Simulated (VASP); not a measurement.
CdO (Monteponite), 2 atoms in the cell. It takes space group Fm-3m (No. 225, cubic). Conventional cell: a = 4.699 Å, b = 4.699 Å, c = 4.699 Å, α = 90.00°, β = 90.00°, γ = 90.00°. Cd (site symmetry m-3m) is surrounded by 6 O at 2.35 Å. O (site symmetry m-3m) is surrounded by 6 Cd at 2.35 Å. 

```yaml
Program: VASP 6.6.1
Task: relaxation of cell and atoms
Functional: RPBE
Dispersion: D3(BJ)
Potentials_or_basis: VASP PAW PBE potentials, release 64 (Cd, O)
Cutoff: 600 eV
k_mesh: 10 × 10 × 10
Occupations: fermi-dirac, width 0.05 eV
Spin: no spin polarisation
Further_INCAR_settings: ALGO = Normal; EDIFF = 1e-07; IBRION = 2; EDIFFG = -0.02; NSW = 60; ISIF = 3
```

Potentials or basis: VASP PAW PBE potentials, release 64 (Cd, O).

The run is started by

```console
$ cat potpaw_PBE.64/Cd/POTCAR potpaw_PBE.64/O/POTCAR > POTCAR
$ mpirun -np 1 vasp_std > vasp.out
```

Hardware: 1 thread of Intel(R) Xeon(R) 6975P-C (Granite Rapids), with other jobs on the host.

Task: How long does it take, and how much memory?

Result: It took 23 s on 1 thread of Intel(R) Xeon(R) 6975P-C (Granite Rapids), with other jobs on the host, peak memory 0.18 GiB. Counts: scf iterations 35, k points 47, ion steps 3.
